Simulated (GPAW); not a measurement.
Crystal: Ca.

```xyz
1
Lattice="3.4887 0.0000 0.0000 0.0000 3.4887 0.0000 0.0000 0.0000 3.4887" Properties=species:S:1:pos:R:3 pbc="T T T"
Ca    0.0000    0.0000    0.0000
```

This isn't the form of Ca at room conditions, which is fcc.

Base run:

| Quantity | Value |
| --- | --- |
| Program | GPAW 26.7.0 |
| Functional | LDA |
| Potentials or basis | the program's PAW data sets (release 1.2.1) made for this functional |
| Cutoff | 600 eV |
| Basis | pw |
| k mesh | 8 × 8 × 8 |
| Occupations | gaussian, width 0.05 eV |
| Spin | no spin polarisation |

Its results: band gap on the k mesh none (metal or under the smearing width); pressure -0.9 GPa.

Problem. The run is repeated on the same cell with these changes: functional from LDA to RPBE. What comes out?

Solution. Band gap on the k mesh none (metal or under the smearing width); pressure 1.2 GPa.

RPBE binds less tightly than LDA, so the same cell stands under more pressure.
